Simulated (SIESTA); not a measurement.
# Hf: equation of state with LDA

The system is Hf.

```
CELL_PARAMETERS angstrom
-1.80500 1.80500 1.80500
1.80500 -1.80500 1.80500
1.80500 1.80500 -1.80500
ATOMIC_POSITIONS crystal
Hf 0.00000 0.00000 0.00000
```

This isn't the form of Hf at room conditions, which is hcp.

```json
{
 "Program": "SIESTA 5.4.2",
 "Task": "equation of state",
 "Functional": "LDA",
 "Potentials or basis": "PseudoDojo 0.4 standard (LDA files)",
 "Basis": "DZP (energy shift 0.003 Ry; two zetas on semicore shells)",
 "Grid cutoff": "800 Ry",
 "Energy shift": "0.003 Ry",
 "k mesh": "10 × 10 × 10",
 "Occupations": "fermi-dirac, width 0.05 eV",
 "Spin": "no spin polarisation"
}
```

| Property | Result |
| --- | --- |
| Equilibrium volume | 20.43 Å³/atom (rough: see the caveat) |
| Bulk modulus | 134 GPa (rough) |

Energy against volume, from the lowest point:
```csv
volume (Å³/atom),energy (meV/atom)
22.112,0.00
22.582,28.93
23.052,62.92
23.523,101.45
23.993,143.98
24.464,189.94
24.934,238.99
```

All runs of the series together: 3.6 min on 1 thread of Arm Neoverse V2, on a shared host.

Caveat: the minimum lies outside the volumes run; short orbitals over semicore shells can move pressures by several GPa; the basis of atomic orbitals isn't converged, which shifts pressures, moduli and gaps. The run has no spin-orbit coupling, so splittings on Hf are missing.
